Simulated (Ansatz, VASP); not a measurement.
Given: the input of a run of VASP 6.6.1 on TiO2. The cell is a database's computed one, not the measured one.

The input INCAR:

```
SYSTEM = TiO2
PREC = Accurate
ENCUT = 600
EDIFF = 1E-7
ISMEAR = -1
SIGMA = 0.05
LREAL = .False.
LASPH = .True.
NELM = 80
ALGO = Fast
ISIF = 3
LWAVE = .False.
LCHARG = .False.
GGA = PS
IVDW = 12
IBRION = 2
NSW = 60
EDIFFG = -0.01
```

The input KPOINTS:

```
regular mesh
0
Gamma
  6 6 9
  0 0 0
```

Contents of POSCAR:

```
TiO2
1.0
    4.5998373239      0.0000000000      0.0000000000
    0.0000000000      4.5998373239      0.0000000000
    0.0000000000      0.0000000000      2.9592135600
Ti O
2 4
Direct
    0.0000000000      0.0000000000      0.5000000000
    0.5000000000      0.5000000000      0.0000000000
    0.3043213200      0.3043213200      0.5000000000
    0.1956786800      0.8043213200      0.0000000000
    0.8043213200      0.1956786800      0.0000000000
    0.6956786800      0.6956786800      0.5000000000
```

Potentials or basis: VASP PAW PBE potentials, release 64 (Ti_sv, O).

The run is started by

```console
$ cat potpaw_PBE.64/Ti_sv/POTCAR potpaw_PBE.64/O/POTCAR > POTCAR
$ mpirun -np 1 vasp_std > vasp.out
```

Problem. Translate it to Ansatz 0.2.0. Potentials or basis there: Ansatz PAW, cutoff 420 eV.

Solution. As run (cutoffs and basis follow the program's own potentials, and thresholds, step limits or extra output files can differ):

input.yaml

```yaml
crystal:
  lattice:
    - [4.5998373239, 0.0, 0.0]
    - [0.0, 4.5998373239, 0.0]
    - [0.0, 0.0, 2.95921356]
  atoms:
    - { symbol: Ti, position: [0.0, 0.0, 0.5] }
    - { symbol: Ti, position: [0.5, 0.5, 0.0] }
    - { symbol: O, position: [0.30432132, 0.30432132, 0.5] }
    - { symbol: O, position: [0.19567868, 0.80432132, 0.0] }
    - { symbol: O, position: [0.80432132, 0.19567868, 0.0] }
    - { symbol: O, position: [0.69567868, 0.69567868, 0.5] }
hamiltonian:
  xc: pbesol
  pseudopotentials: { kind: paw }
  dispersion: d3bj
kpoints:
  mp_grid: { grid: [6, 6, 9] }
scf:
  occupations: { method: fermi_dirac, width: 0.05 }
output:
  forces: true
  stress: true
  eigenvalues: true
relax:
  f_tol: 0.01
  max_steps: 40
  cell: { stress_tol: 0.05 }
```

Potentials or basis: Ansatz PAW.

Launch:

```bash
$ ansatz run input.yaml --threads 1 --pin off --max-ram 3584MiB --backend cpu --events-out ev --progress --plain --runs-dir out
```

Both were run:

|  | VASP | Ansatz |
| --- | --- | --- |
| Relaxed volume | 10.19 Å³/atom | 10.17 Å³/atom |
| Relaxed cell | a = 4.565 Å, b = 4.565 Å, c = 2.932 Å, α = 90.00°, β = 90.00°, γ = 90.00° | a = 4.564 Å, b = 4.564 Å, c = 2.930 Å, α = 90.00°, β = 90.00°, γ = 90.00° |
| Space group after relaxing | P4_2/mnm (No. 136) | P4_2/mnm (No. 136) |
| Pressure after relaxing | 0.1 GPa | 0.0 GPa |

Ansatz's pressure holds a Pulay term of +0.81 GPa for its cutoff of 420 eV, which the other run lacks.

VASP's potentials were made for PBE. Ansatz's potentials were made for PBE.

Where Ansatz's input types no cutoff or centring, it takes its own default and a Γ-centred mesh.

Pressure is positive in compression.
